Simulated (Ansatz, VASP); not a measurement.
**One calculation of Cu3N, two programs**

```
Cu N
1.0
     3.78145    0.00000    0.00000
     0.00000    3.78145    0.00000
     0.00000    0.00000    3.78145
Cu N
3 1
Cartesian
  0.0000 0.0000 1.8907
  0.0000 1.8907 0.0000
  1.8907 0.0000 0.0000
  0.0000 0.0000 0.0000
```

Change from the starting cell: volume scaled by 0.98.

Alike in both runs: task single point; functional PBE; k mesh 7 × 7 × 7; occupations fermi-dirac, width 0.05 eV; no spin polarisation.

|  | VASP | Ansatz |
| --- | --- | --- |
| version | VASP 6.6.1 | Ansatz 0.2.0 |
| potentials or method | VASP PAW PBE potentials, release 64 (Cu, N) | Ansatz PAW |
| plane-wave cutoff (eV) | 520 | 420 |
| valence electrons in the cell | 38 | 62 |

```tsv
	VASP	Ansatz	Ansatz less VASP
gap on the k mesh at the Fermi level (eV)	0.96	0.94	-0.014
least direct gap on the mesh (eV)	1.34	1.32	-0.025
pressure (GPa)	5.1	4.5	-0.59
```

With one functional, cell and mesh, what is left measures potentials, basis and numerics. The two sets of potentials don't hold the same shells in valence.

Caveats: an odd mesh through Γ misses points on the zone boundary, where band edges often lie (VASP); odd divisions of the mesh miss points on the zone boundary, where band edges often lie, so the gap on the mesh can be too wide (Ansatz).
